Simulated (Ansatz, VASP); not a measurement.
**Two plane-wave programs on W**

POSCAR

```
W
1.0
    0.0000000000      2.0300000000      2.0300000000
    2.0300000000      0.0000000000      2.0300000000
    2.0300000000      2.0300000000      0.0000000000
W
1
Direct
    0.0000000000      0.0000000000      0.0000000000
```

INCAR.step1

```
PREC = Accurate
ENCUT = 520
ISMEAR = -1
SIGMA = 0.05
LREAL = F
LASPH = T
NELM = 150
MAGMOM = 0 0 0
LSORBIT = T
GGA_COMPAT = F
LMAXMIX = 4
NBANDS = 25
GGA = PE
ALGO = Normal
EDIFF = 1E-4
LWAVE = T
LCHARG = F
```

The input INCAR.step2:

```
PREC = Accurate
ENCUT = 520
EDIFF = 1E-7
ISMEAR = -1
SIGMA = 0.05
LREAL = F
LASPH = T
NELM = 150
ALGO = Normal
ISIF = 2
LWAVE = F
LCHARG = F
MAGMOM = 0 0 0
LORBIT = 11
LSORBIT = T
GGA_COMPAT = F
LORBMOM = T
LMAXMIX = 4
METAGGA = R2SCAN
LMIXTAU = T
NBANDS = 25
ISTART = 1
```

Contents of KPOINTS:

```
Automatic mesh
0
Gamma
  8 8 8
```

File input.yaml:

```yaml
crystal:
  lattice:
    - [0.0, 2.03, 2.03]
    - [2.03, 0.0, 2.03]
    - [2.03, 2.03, 0.0]
  atoms:
    - { symbol: W, position: [0.0, 0.0, 0.0] }
hamiltonian:
  xc: r2scan
  pseudopotentials: { kind: paw_fr }
magnetization:
  noncollinear: true
  spin_orbit: true
kpoints:
  mp_grid: { grid: [8, 8, 8] }
  band_path:
    path:
      - [[0.0, 0.0, 0.0], [0.5, 0.0, 0.5], [0.5, 0.25, 0.75], [0.375, 0.375, 0.75], [0.0, 0.0, 0.0], [0.5, 0.5, 0.5], [0.625, 0.25, 0.625], [0.5, 0.25, 0.75], [0.5, 0.5, 0.5], [0.375, 0.375, 0.75]]
      - [[0.625, 0.25, 0.625], [0.5, 0.0, 0.5]]
    npoints: 14
scf:
  occupations: { method: fermi_dirac, width: 0.05 }
  n_extra_bands: 6
output:
  forces: true
  stress: true
  eigenvalues: true
  fatbands: true
  write_density: true
  write_potential: true
  elf: true
  volumetric_format: npy
```

This isn't the form of W at room conditions, which is bcc.

Alike in both runs: functional r2SCAN; k mesh 8 × 8 × 8; occupations fermi-dirac, width 0.05 eV; non-collinear spin, spin-orbit coupling.

|  | VASP | Ansatz |
| --- | --- | --- |
| version | VASP 6.6.1 | Ansatz 0.2.0 |
| potentials or method | VASP PAW PBE potentials, release 64 (W_sv) | Ansatz PAW |
| plane-wave cutoff (eV) | 520 | 500 |
| valence electrons in the cell | 14 | 14 |
| task | single point | band structure |

Ansatz gave:

| Item | Value |
| --- | --- |
| gap on the k mesh at the Fermi level (eV) | none |
| pressure (GPa) | -8.8 |
| net moment per atom (μB) | 0.00 |

Task: Estimate VASP's values.

Result: gap on the k mesh at the Fermi level (eV): none; pressure (GPa): -7.1; net moment per atom (μB): 0.00.

A gap of «none» marks a metal or a gap that the smearing closes. The functional is the same, so the differences come from potentials, cutoffs and numerics.

Caveats: the PAW data sets were made with another functional, which shifts forces and pressure a little (VASP); the PAW data sets come from PBE, with cores solved anew for the run's functional, which leaves a small shift of forces and pressure (Ansatz).
